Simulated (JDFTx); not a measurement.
# Ga in JDFTx: convergence with smearing width

Crystal: Ga.

```xyz
1
Lattice="-1.3457 1.3675 2.2797 1.3853 -1.3814 2.3118 1.3843 1.4199 -2.2881" Properties=species:S:1:pos:R:3 pbc="T T T"
Ga    0.0327    0.0007    0.0007
```

The cell isn't the ideal one: cell strained at random at fixed volume.

```yaml
Program: JDFTx 1.7.0 (patched build)
Task: convergence study
Functional: RPBE
Potentials_or_basis: PseudoDojo-SR-PBE-0.5-standard
Cutoff: 1088 eV
Density_cutoff: 4354 eV
k_mesh: 8 × 8 × 8
Occupations: gaussian, width 0.3 eV
Spin: no spin polarisation
```

These are the settings of the first run; the series varies smearing width, with any setting tied to it.

Hardware: 1 thread of Intel(R) Xeon(R) Platinum 8488C (Sapphire Rapids), on a shared host.

| smearing width | energy less the tightest run, at zero smearing (meV/atom) | pressure (GPa) | SCF cycles | CPU time (s) | peak memory (GiB) |
| --- | --- | --- | --- | --- | --- |
| 0.3 eV | -0.48 | 6.09 | 12 | 120 | 0.22 |
| 0.2 eV | -0.33 | 6.10 | 12 | 120 | 0.22 |
| 0.15 eV | -0.18 | 6.10 | 12 | 120 | 0.22 |
| 0.1 eV | -0.11 | 6.10 | 12 | 120 | 0.22 |
| 0.05 eV | -0.06 | 6.09 | 12 | 120 | 0.22 |
| 0.025 eV | -0.01 | 6.06 | 12 | 120 | 0.22 |
| 0.01 eV | 0.00 | 6.04 | 12 | 120 | 0.22 |

Against the tightest run, the energy stays within 1 meV/atom from 0.3 eV on; the pressure stays within 0.1 GPa from 0.3 eV on. Narrower smearing needs a denser k mesh, so at a fixed mesh the narrowest width isn't the most accurate. The tightest run that finished is the yardstick and may itself not be fully converged.

Caveat, for the tightest run too: the k mesh is coarse (spacing up to 0.39 Å⁻¹), so the values aren't converged; the potentials were made for another functional, which shifts forces and pressure.
